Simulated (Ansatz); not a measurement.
# Sr under changes of volume

One of the cells (56.319 Å³/atom); the others are scaled copies at fixed shape and fractional positions:

```
Sr
1.0
     0.00000    3.04235    3.04235
     3.04235    0.00000    3.04235
     3.04235    3.04235    0.00000
Sr
1
Cartesian
  0.0000 0.0000 0.0000
```

| Item | Value |
| --- | --- |
| Program | Ansatz 0.2.0 |
| Functional | PBEsol |
| Potentials or basis | all-electron LAPW, scalar-relativistic |
| Cutoff | 76 eV (chosen from the basis error) |
| Basis error allowed | 0.0005 eV/atom |
| k mesh | 8 × 8 × 8 |
| Occupations | fermi-dirac, width 0.05 eV |
| Spin | no spin polarisation |

```csv
volume (Å³/atom),energy over the lowest point (meV/atom),pressure (GPa)
52.940,0.00,-0.3
54.067,2.93,-0.5
55.193,7.45,-0.7
56.319,13.38,-0.9
57.446,20.59,-1.1
58.572,?,?
59.698,38.37,-1.4
```

Q: What does the run at 58.572 Å³/atom give?

A: Energy over the lowest point 28.96 meV/atom; pressure -1.2 GPa.

Worked out: A Birch-Murnaghan fit of order 3 (a polynomial in V^(-2/3)) to the other rows has its minimum at 51.67 Å³/atom, just outside them, with B0 = V·E''(V) = 12.8 GPa and B' = 3.8. It gives 28.96 meV/atom at 58.572 Å³/atom, against the run's 28.96, and -dE/dV = -1.3 GPa, against -1.2.

Energies are extrapolated to zero smearing.
